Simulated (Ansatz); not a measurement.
## Two Ansatz runs on InAs

The cell is COD entry 1537448, as deposited and not checked against the literature; nothing was relaxed. It is an old determination, and later ones may differ. The listed cell was then made from it by scaling, straining or moving an atom.

First run: DFT, PBE, all-electron LAPW, scalar-relativistic (Ansatz 0.2.0).

Command: `ansatz run input.yaml --threads 1 --pin off --max-ram 2048MiB --backend cpu --events-out ev --progress --plain --runs-dir out` The run took 37 s on 1 thread of Arm Neoverse V1 (shared host), peak memory 0.41 GiB.

```yaml
crystal:
  lattice:
    - [0.0, 3.0539425414, 3.0539425414]
    - [3.0539425414, 0.0, 3.0539425414]
    - [3.0539425414, 3.0539425414, 0.0]
  atoms:
    - { symbol: In, position: [0.0, 0.0, 0.0] }
    - { symbol: As, position: [0.75, 0.75, 0.75] }
kpoints:
  mp_grid: { grid: [10, 10, 10] }
scf:
  occupations: { method: fermi_dirac, width: 0.08 }
hamiltonian:
  xc: pbe
  pseudopotentials: { kind: all_electron, lapw: { basis_error: 0.00025 } }
output:
  forces: true
  stress: true
  eigenvalues: true
```

Result: converged; pressure 2.05 GPa; no gap on the k mesh; 7 SCF iterations.

No spin–orbit coupling, which matters for the heavy atoms here.

The input is then changed:

```diff
@@ -11,7 +11,9 @@
 scf:
   occupations: { method: fermi_dirac, width: 0.08 }
+  mixing: { preconditioner: kerker }
 hamiltonian:
   xc: pbe
   pseudopotentials: { kind: all_electron, lapw: { basis_error: 0.00025 } }
+  dispersion: d3bjatm
 output:
   forces: true
```

(1) Predict the outcome of the changed run.

## Answers

(1) It converged; pressure 0.26 GPa; no gap on the k mesh; 10 SCF iterations.
